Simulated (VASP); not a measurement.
# Te2Mo in VASP: notebook

The runs below take Te2Mo through single point, with PBE0.

Program: VASP 6.6.1. These are calculated values, not measurements. Logs are shortened: lines on timing, memory, paths and dates and some standing lists are left out, and cuts for length are marked.

### 1 The structure

The cell holds a slab with vacuum, 3 atoms: a = 3.560 Å, b = 3.560 Å, c = 17.524 Å, α = 90.00°, β = 90.00°, γ = 120.00°.

### 2 Single point, PBE0

File POSCAR:

```
Te2Mo
1.0
    3.5602328140      0.0000000000      0.0000000000
   -1.7801164070      3.0832520603      0.0000000000
    0.0000000000      0.0000000000     17.5240578200
Te Mo
2 1
Direct
    0.3333333333      0.6666666667      0.1021445500
    0.3333333333      0.6666666667      0.8978554500
    0.0000000000      0.0000000000      0.0000000000
```

File INCAR.step1:

```
SYSTEM = Te2Mo
ALGO = Normal
EDIFF = 1E-5
ENCUT = 250
GGA = PE
ISIF = 2
ISMEAR = 0
LASPH = .TRUE.
LCHARG = .FALSE.
LREAL = .FALSE.
LWAVE = .TRUE.
NBANDS = 21
NELM = 100
NKRED = 1
PREC = Accurate
SIGMA = 0.01
```

File INCAR.step2:

```
SYSTEM = Te2Mo
AEXX = 0.25
ALGO = Normal
EDIFF = 1E-6
ENCUT = 250
GGA = PE
ISIF = 2
ISMEAR = 0
ISTART = 1
LASPH = .TRUE.
LCHARG = .FALSE.
LHFCALC = .TRUE.
LREAL = .FALSE.
LWAVE = .FALSE.
NBANDS = 21
NELM = 100
NKRED = 1
PREC = Accurate
PRECFOCK = Fast
SIGMA = 0.01
```

File KPOINTS:

```
k-points
0
G
  4 4 1
  0 0 0
```

Potentials or basis: VASP PAW PBE potentials, release 64 (Te, Mo_sv).

Run with:

```bash
cat potpaw_PBE.64/Te/POTCAR potpaw_PBE.64/Mo_sv/POTCAR > POTCAR
cp INCAR.step1 INCAR
mpirun -np 1 vasp_std > vasp.out
cp INCAR.step2 INCAR
mpirun -np 1 vasp_std > vasp.out
```

OUTCAR:

```text
SYSTEM = Te2Mo
   AEXX = 0.25
   EDIFF = 1E-6
   ENCUT = 250
   GGA = PE
   ISIF = 2
   ISMEAR = 0
   ISTART = 1
   LASPH = .TRUE.
   LHFCALC = .TRUE.
   LREAL = .FALSE.
   NELM = 100
   NKRED = 1
   PREC = Accurate
   PRECFOCK = Fast

 Found      4 irreducible k-points:

 Following reciprocal coordinates:
            Coordinates               Weight
  0.000000  0.000000  0.000000      1.000000
  0.250000  0.000000  0.000000      6.000000
  0.500000  0.000000  0.000000      3.000000
  0.250000  0.250000  0.000000      6.000000
   k-points           NKPTS =      4   k-points in BZ     NKDIM =     16   number of bands    NBANDS=     21
   number of dos      NEDOS =    301   number of ions     NIONS =      3
   total plane-waves  NPLWV =  29160
   dimension x,y,z NGX =    18 NGY =   18 NGZ =   90
   dimension x,y,z NGXF=    36 NGYF=   36 NGZF=  180
   ions per type =               2   1
   NGX,Y,Z   is equivalent  to a cutoff of   8.41,  8.41,  8.54 a.u.
   NGXF,Y,Z  is equivalent  to a cutoff of  16.81, 16.81, 17.08 a.u.
 SYSTEM =  Te2Mo
   PREC   = accura    normal or accurate (medium, high low for compatibility)
   ISTART =      1    job   : 0-new  1-cont  2-samecut
   ICHARG =      0    charge: 1-file 2-atom 10-const
   ISPIN  =      1    spin polarized calculation?
   LNONCOLLINEAR =      F non collinear calculations
   LSORBIT =      F    spin-orbit coupling
   LASPH  =      T    aspherical Exc in radial PAW
   ENCUT  =  250.0 eV  18.37 Ry    4.29 a.u.   4.59  4.59 22.59*2*pi/ulx,y,z
   NELM   =    100;   NELMIN=  2; NELMDL=  0     # of ELM steps
   EDIFF  = 0.1E-05   stopping-criterion for ELM
   LREAL  =      F    real-space projection
   EDIFFG = 0.1E-04   stopping-criterion for IOM
   NSW    =      0    number of steps for IOM
   IBRION =     -1    ionic relax: 0-MD 1-quasi-New 2-CG
   NFREE  =      0    steps in history (QN), initial steepest desc. (CG)
   ISIF   =      2    stress and relaxation
   ISYM   =      3    0-nonsym 1-usesym 2-fastsym
   POTIM  = 0.5000    time-step for ionic-motion
   TEBEG  =    0.0;   TEEND  =   0.0 temperature during run
   PSTRESS=    0.0 pullay stress
   NELECT =      26.0000    total number of electrons
   NUPDOWN=      -1.0000    fix difference up-down
   EMIN   =  10.00;   EMAX   =-10.00  energy-range for DOS
   EFERMI =   0.00;   METHOD = LEGACY
   ISMEAR =     0;   SIGMA  =   0.01  broadening in eV -4-tet -1-fermi 0-gaus
   EFERMI_NEDOS =   21; number of points for ismear=-14 and -15
   IALGO  =     38    algorithm
   IMIX   =      1    mixing-type and parameters
     AMIX     =   0.40;   BMIX     =  1.00
     AMIX_MAG =   1.60;   BMIX_MAG =  1.00
  volume/ion in A,a.u.               =      64.12       432.71
  Fermi-wavevector in a.u.,A,eV,Ry     =   0.840153  1.587660  9.603777  0.705858
  Thomas-Fermi vector in A             =   1.954489
   LORBIT       =      0    0 simple, 1 ext, 2 COOP (PROOUT), +10 PAW based schemes
   GGA     = PE    functional components
   LHFCALC =     T    Hartree Fock is set to
   PRECFOCK=fast      Normal, Fast or Accurate (Low or Medium for compatibility)
   ENCUT4O =  -1.0   cutoff for four orbital integrals eV
   NKREDX  =     1    reduce k-point grid by
   NKREDY  =     1    reduce k-point grid by
   NKREDZ  =     1    reduce k-point grid by
   AEXX    =    0.2500 exact exchange contribution
   HFSCREEN=    0.0000 screening length (either q_TF or 0.3 A-1)
   HFSCREENC=   0.0000 screening length for correlation (either q_TF or 0.3 A-1)
   ENCUTFOCK=  -1.0 apply spherical cutoff to Coloumb kernel
   IVDW    =     0    specifies the selected vdW correction
   LEPSILON=     F    determine dielectric tensor
   LRPA    =     F    only Hartree local field effects (RPA)
 non-spin polarized calculation
 Gauss-broadening in eV      SIGMA  =   0.01
  energy-cutoff  :      250.00
  volume of cell :      192.36
 maximum number of plane-waves:      1744
  NGX = 12; NGY = 12; NGZ = 60

 number of electron      25.9999997 magnetization

 Free energy of the ion-electron system (eV)
  ---------------------------------------------------
  ext. energy  EPLUGINS =         0.00000000
  ---------------------------------------------------
  free energy    TOTEN  =       -24.10711705 eV

  energy without entropy =      -24.10711705  energy(sigma->0) =      -24.10711705

 E-fermi :  -0.7677     XC(G=0):  -3.6970

 val. band max:       -0.9528323421   @ k =   0.2500   0.2500   0.0000
 cond. band min:       2.0401276576   @ k =   0.5000   0.0000   0.0000
 fundamental gap:      2.9929599997
 Fermi energy:        -0.7676591773

 k-point     1 :       0.0000    0.0000    0.0000
  band No.  band energies     occupation
      1     -65.3595      2.00000
      2     -38.0869      2.00000
      3     -37.9813      2.00000
      4     -37.9810      2.00000
      5     -14.4610      2.00000
      6     -13.3472      2.00000
      7      -6.2020      2.00000
      8      -2.6309      2.00000
      9      -2.6309      2.00000
     10      -2.4844      2.00000
     11      -1.6306      2.00000
     12      -1.6305      2.00000
     13      -1.0242      2.00000
     14       3.8196      0.00000
     15       3.8197      0.00000
     16       4.1712      0.00000
     17       4.1712      0.00000
     18       4.6362      0.00000
     19       5.1343      0.00000
     20       5.9728      0.00000
     21       7.0197      0.00000

 k-point     2 :       0.2500    0.0000    0.0000
  band No.  band energies     occupation
      1     -65.3540      2.00000
      2     -38.0735      2.00000
      3     -38.0621      2.00000
      4     -38.0023      2.00000
      5     -13.5910      2.00000
      6     -12.7654      2.00000
      7      -5.3864      2.00000
      8      -4.2687      2.00000
      9      -3.8882      2.00000
     10      -2.5541      2.00000
     11      -1.8915      2.00000
     12      -1.8847      2.00000
     13      -1.4647      2.00000
     14       2.2018      0.00000
     15       2.8297      0.00000
     16       2.9413      0.00000
     17       4.3663      0.00000
     18       5.6048      0.00000
     19       6.1316      0.00000
     20       6.8844      0.00000
     21       7.8531      0.00000

 k-point     3 :       0.5000    0.0000    0.0000
  band No.  band energies     occupation
      1     -65.3478      2.00000
      2     -38.1396      2.00000
      3     -38.0576      2.00000
      4     -38.0226      2.00000
      5     -12.3185      2.00000
      6     -11.9563      2.00000
      7      -6.6536      2.00000
      8      -5.6363      2.00000
      9      -4.4187      2.00000
     10      -3.2562      2.00000
     11      -2.4382      2.00000
     12      -1.4480      2.00000
     13      -1.0506      2.00000
     14       2.0401      0.00000
     15       2.4655      0.00000
     16       4.1295      0.00000
     17       4.5826      0.00000
     18       4.7954      0.00000
     19       6.7623      0.00000
     20       7.3920      0.00000
     21       7.5820      0.00000

 k-point     4 :       0.2500    0.2500    0.0000
  band No.  band energies     occupation
      1     -65.3478      2.00000
      2     -38.1109      2.00000
      3     -38.0581      2.00000
      4     -38.0501      2.00000
      5     -12.3826      2.00000
      6     -11.9704      2.00000
      7      -5.7725      2.00000
      8      -5.2369      2.00000
      9      -4.1543      2.00000
     10      -3.8205      2.00000
     11      -3.5673      2.00000
     12      -2.2074      2.00000
     13      -0.9528      2.00000
     14       2.0550      0.00000
     15       2.4929      0.00000
     16       2.8252      0.00000
     17       4.5791      0.00000
     18       6.3290      0.00000
     19       7.1922      0.00000
     20       7.6198      0.00000
     21       7.7039      0.00000

------------------------ aborting loop because EDIFF is reached ----------------------------------------

  FORCE on cell =-STRESS in cart. coord.  units (eV):
  Direction    XX          YY          ZZ          XY          YZ          ZX
  --------------------------------------------------------------------------------------
  -------------------------------------------------------------------------------------
  Total       -2.2635515     -2.2635515     -1.7677113      0.0000000      0.0000000     -0.0000000
  in kB      -18.8529297    -18.8529297    -14.7231191      0.0000000      0.0000000     -0.0000000
  external PRESSURE =     -17.4763261 kB  Pullay stress =       0.0000000 kB

 VOLUME and BASIS-vectors are now :
 -----------------------------------------------------------------------------
  energy-cutoff  :      250.00
  volume of cell :      192.36
      direct lattice vectors                 reciprocal lattice vectors
     3.560232814  0.000000000  0.000000000     0.280880508  0.162166437  0.000000000
    -1.780116407  3.083252060  0.000000000     0.000000000  0.324332873  0.000000000
     0.000000000  0.000000000 17.524057820     0.000000000  0.000000000  0.057064409

 POSITION                                       TOTAL-FORCE (eV/Angst)
 -----------------------------------------------------------------------------------
     -0.00000      2.05550      1.78999        -0.000000      0.000000     -0.295176
     -0.00000      2.05550     15.73407        -0.000000      0.000000      0.295176
      0.00000      0.00000      0.00000         0.000000      0.000000      0.000000
 -----------------------------------------------------------------------------------
    total drift:                               -0.000010      0.000006     -0.000001

  FREE ENERGIE OF THE ION-ELECTRON SYSTEM (eV)
  ---------------------------------------------------
  free  energy   TOTEN  =       -24.1071170508 eV

  energy  without entropy=      -24.1071170508  energy(sigma->0) =      -24.10711705
```

It took 46 s on 1 thread of AMD EPYC 9R45 (Zen 5), shared host; peak memory 0.14 GiB.

The run converged, but some of its settings lie outside the range that counts as converged, so its numbers aren't taken as properties of the slab.

Results:

* Free energy: -24.1071 eV
* Largest force: 0.295 eV/Å
* Band gap on the k mesh: 2.99 eV, indirect (least direct gap 3.01 eV)

Caveat: the k mesh is coarse (spacing up to 0.51 Å⁻¹), so the values aren't converged, least of all with exact exchange; the cutoff is under 1.25 times the usual one of these potentials, so pressure, stress and relaxed cells hold a basis-set (Pulay) error; the PAW data sets were made with another functional, which shifts forces and pressure a little; spin-orbit coupling is left out, which moves the levels of the heavy elements.

### 3 Single point, PBE0

POSCAR is that of step 2.

INCAR.step1: that of step 2 with these lines changed.

```diff
@@ -3,3 +3,3 @@
 EDIFF = 1E-5
-ENCUT = 250
+ENCUT = 350
 GGA = PE
```

INCAR.step2: that of step 2 with these lines changed.

```diff
@@ -4,3 +4,3 @@
 EDIFF = 1E-6
-ENCUT = 250
+ENCUT = 350
 GGA = PE
```

File KPOINTS:

```
k-points
0
G
  3 3 1
  0 0 0
```

Potentials or basis: VASP PAW PBE potentials, release 64 (Te, Mo_sv).

Run with:

```bash
cat potpaw_PBE.64/Te/POTCAR potpaw_PBE.64/Mo_sv/POTCAR > POTCAR
cp INCAR.step1 INCAR
mpirun -np 1 vasp_std > vasp.out
cp INCAR.step2 INCAR
mpirun -np 1 vasp_std > vasp.out
```

Wall time 36 s (1 thread of AMD EPYC 9R45 (Zen 5), shared host); peak memory 0.2 GiB.

These settings aren't checked as converged: the numbers below hold their error.

What came out:

```
Free energy            : -24.2808 eV
Largest force          : 0.472 eV/Å
Band gap on the k mesh : 2.38 eV, direct
```

Caveat: the k mesh is coarse (spacing up to 0.68 Å⁻¹), so the values aren't converged, least of all with exact exchange; the PAW data sets were made with another functional, which shifts forces and pressure a little; spin-orbit coupling is left out, which moves the levels of the heavy elements.

### 4 Single point, PBE0

POSCAR is that of step 3.

INCAR.step1: that of step 3 with these lines changed.

```diff
@@ -3,3 +3,3 @@
 EDIFF = 1E-5
-ENCUT = 350
+ENCUT = 500
 GGA = PE
```

INCAR.step2: that of step 3 with these lines changed.

```diff
@@ -4,3 +4,3 @@
 EDIFF = 1E-6
-ENCUT = 350
+ENCUT = 500
 GGA = PE
```

KPOINTS is that of step 3.

Run with:

```bash
cat potpaw_PBE.64/Te/POTCAR potpaw_PBE.64/Mo_sv/POTCAR > POTCAR
cp INCAR.step1 INCAR
mpirun -np 1 vasp_std > vasp.out
cp INCAR.step2 INCAR
mpirun -np 1 vasp_std > vasp.out
```

Wall time 49 s (1 thread of AMD EPYC 9R45 (Zen 5), shared host); peak memory 0.27 GiB.

These settings aren't checked as converged: the numbers below hold their error.

What came out:

```
Free energy            : -24.2799 eV
Largest force          : 0.476 eV/Å
Band gap on the k mesh : 2.38 eV, direct
```

Caveat: the k mesh is coarse (spacing up to 0.68 Å⁻¹), so the values aren't converged, least of all with exact exchange; the PAW data sets were made with another functional, which shifts forces and pressure a little; spin-orbit coupling is left out, which moves the levels of the heavy elements.

[end of part 1 of 2]
